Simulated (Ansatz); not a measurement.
**Ti2Co: energy against volume**

The task, for Ti2Co: follow the energy without spin against volume.

Method: DFT PBEsol, scalar-relativistic, plane waves, PAW, in Ansatz 0.2.0.

### 1 The system as given

The structure is cubic, space group Fd-3m (No. 227). The conventional cell has a = 6.730 Å, b = 6.730 Å, c = 6.730 Å, α = 90.00°, β = 90.00°, γ = 90.00°. Around Ti (site symmetry -3m) lie 6 Ti at 2.38 Å. Around Co (site symmetry -43m) lie 12 Ti at 2.79 Å and 4 Co at 2.91 Å.

Structure file:

```cif
data_structure
_symmetry_space_group_name_H-M 'P 1'
_symmetry_Int_Tables_number 1
_cell_length_a 4.7588
_cell_length_b 4.7588
_cell_length_c 4.7588
_cell_angle_alpha 60.000
_cell_angle_beta 60.000
_cell_angle_gamma 60.000
_cell_volume 76.21
loop_
_atom_site_label
_atom_site_type_symbol
_atom_site_fract_x
_atom_site_fract_y
_atom_site_fract_z
_atom_site_occupancy
Ti1 Ti 0.12500 0.12500 0.12500 1
Ti2 Ti 0.62500 0.12500 0.12500 1
Ti3 Ti 0.12500 0.12500 0.62500 1
Ti4 Ti 0.12500 0.62500 0.12500 1
Co1 Co 0.50000 0.50000 0.50000 1
Co2 Co 0.75000 0.75000 0.75000 1
```

Source of the structure: the Crystallography Open Database. It is taken as it stands there.

### 2 The base run, which the others are set against

input.yaml reads:

```yaml
crystal:
  lattice:
    - [0.0, 3.365, 3.365]
    - [3.365, 0.0, 3.365]
    - [3.365, 3.365, 0.0]
  atoms:
    - { symbol: Ti, position: [0.125, 0.125, 0.125] }
    - { symbol: Ti, position: [0.625, 0.125, 0.125] }
    - { symbol: Ti, position: [0.125, 0.125, 0.625] }
    - { symbol: Ti, position: [0.125, 0.625, 0.125] }
    - { symbol: Co, position: [0.5, 0.5, 0.5], spin: 0.65 }
    - { symbol: Co, position: [0.75, 0.75, 0.75], spin: 0.65 }
basis:
  ecutwfc: 420
kpoints:
  mp_grid: { grid: [10, 10, 10] }
hamiltonian:
  xc: pbesol
scf:
  occupations: { method: gaussian, width: 0.1 }
output:
  forces: true
  stress: true
  eigenvalues: true
  populations: true
  write_density: true
  write_potential: true
  elf: true
  volumetric_format: npy
magnetization:
  spin_polarized: true
```

Its results, from an earlier run: -3346.4308 eV/atom at zero smearing, pressure 15.99 GPa, largest force 0.000 eV/Å, no gap on the mesh, site moments Co +0.54 (×2) μB, in 15 SCF cycles and 57 s.

### 3 V/V0 = 0.8, start: no spin polarisation

input.yaml reads:

```yaml
crystal:
  lattice:
    - [0.0, 3.123789285, 3.123789285]
    - [3.123789285, 0.0, 3.123789285]
    - [3.123789285, 3.123789285, 0.0]
  atoms:
    - { symbol: Ti, position: [0.125, 0.125, 0.125] }
    - { symbol: Ti, position: [0.625, 0.125, 0.125] }
    - { symbol: Ti, position: [0.125, 0.125, 0.625] }
    - { symbol: Ti, position: [0.125, 0.625, 0.125] }
    - { symbol: Co, position: [0.5, 0.5, 0.5] }
    - { symbol: Co, position: [0.75, 0.75, 0.75] }
basis:
  ecutwfc: 420
kpoints:
  mp_grid: { grid: [10, 10, 10] }
hamiltonian:
  xc: pbesol
scf:
  occupations: { method: gaussian, width: 0.1 }
  lower_state_search: "off"
output:
  forces: true
  stress: true
  eigenvalues: true
```

On the command line:

```bash
$ ansatz run input.yaml --threads 1 --pin off --max-ram 2560MiB --backend cpu --events-out ev --progress --plain --runs-dir out
```

### 4 V/V0 = 0.86, start: no spin polarisation

Edit input.yaml of step 3 so:

```diff
@@ -2,5 +2,5 @@
   lattice:
-    - [0.0, 3.123789285, 3.123789285]
-    - [3.123789285, 0.0, 3.123789285]
-    - [3.123789285, 3.123789285, 0.0]
+    - [0.0, 3.2000091415, 3.2000091415]
+    - [3.2000091415, 0.0, 3.2000091415]
+    - [3.2000091415, 3.2000091415, 0.0]
   atoms:
```

### 5 V/V0 = 0.92, start: no spin polarisation

Edit input.yaml of step 4 so:

```diff
@@ -2,5 +2,5 @@
   lattice:
-    - [0.0, 3.2000091415, 3.2000091415]
-    - [3.2000091415, 0.0, 3.2000091415]
-    - [3.2000091415, 3.2000091415, 0.0]
+    - [0.0, 3.2727614002, 3.2727614002]
+    - [3.2727614002, 0.0, 3.2727614002]
+    - [3.2727614002, 3.2727614002, 0.0]
   atoms:
```

### 6 V/V0 = 0.96, start: no spin polarisation

Edit input.yaml of step 5 so:

```diff
@@ -2,5 +2,5 @@
   lattice:
-    - [0.0, 3.2727614002, 3.2727614002]
-    - [3.2727614002, 0.0, 3.2727614002]
-    - [3.2727614002, 3.2727614002, 0.0]
+    - [0.0, 3.319521452, 3.319521452]
+    - [3.319521452, 0.0, 3.319521452]
+    - [3.319521452, 3.319521452, 0.0]
   atoms:
```

### 7 V/V0 = 1, start: no spin polarisation

Edit input.yaml of step 6 so:

```diff
@@ -2,5 +2,5 @@
   lattice:
-    - [0.0, 3.319521452, 3.319521452]
-    - [3.319521452, 0.0, 3.319521452]
-    - [3.319521452, 3.319521452, 0.0]
+    - [0.0, 3.365, 3.365]
+    - [3.365, 0.0, 3.365]
+    - [3.365, 3.365, 0.0]
   atoms:
@@ -25 +25,5 @@
   eigenvalues: true
+  write_density: true
+  write_potential: true
+  elf: true
+  volumetric_format: npy
```

### 8 V/V0 = 1.04, start: no spin polarisation

Edit input.yaml of step 7 so:

```diff
@@ -2,5 +2,5 @@
   lattice:
-    - [0.0, 3.365, 3.365]
-    - [3.365, 0.0, 3.365]
-    - [3.365, 3.365, 0.0]
+    - [0.0, 3.4092813939, 3.4092813939]
+    - [3.4092813939, 0.0, 3.4092813939]
+    - [3.4092813939, 3.4092813939, 0.0]
   atoms:
@@ -25,5 +25 @@
   eigenvalues: true
-  write_density: true
-  write_potential: true
-  elf: true
-  volumetric_format: npy
```

### 9 V/V0 = 1.1, start: no spin polarisation

Edit input.yaml of step 8 so:

```diff
@@ -2,5 +2,5 @@
   lattice:
-    - [0.0, 3.4092813939, 3.4092813939]
-    - [3.4092813939, 0.0, 3.4092813939]
-    - [3.4092813939, 3.4092813939, 0.0]
+    - [0.0, 3.4736225885, 3.4736225885]
+    - [3.4736225885, 0.0, 3.4736225885]
+    - [3.4736225885, 3.4736225885, 0.0]
   atoms:
```

### 10 V/V0 = 1.18, start: no spin polarisation

Edit input.yaml of step 9 so:

```diff
@@ -2,5 +2,5 @@
   lattice:
-    - [0.0, 3.4736225885, 3.4736225885]
-    - [3.4736225885, 0.0, 3.4736225885]
-    - [3.4736225885, 3.4736225885, 0.0]
+    - [0.0, 3.5558688747, 3.5558688747]
+    - [3.5558688747, 0.0, 3.5558688747]
+    - [3.5558688747, 3.5558688747, 0.0]
   atoms:
```

(Steps that only read results are left out.)

Q: Predict the outcome of the series: the values and the trend.

The runs gave:

| quantity | value |
| --- | --- |
| lowest point, start “no spin polarisation” | V/V0 = 1.10 |

**Reading.** For the start “no spin polarisation” the lowest point lies at V/V0 = 1.10. The pressure passes through zero near V/V0 = 1.104, about 14.02 Å³/atom. The base cell is magnetic, so this curve without spin is not the ground state's. The listed cell is far from this method's equilibrium (16.0 GPa, forces up to 0.00 eV/Å), so its values are not those of the relaxed crystal. Spin polarisation is off in the runs that give these values; a magnetic solution could lie lower.
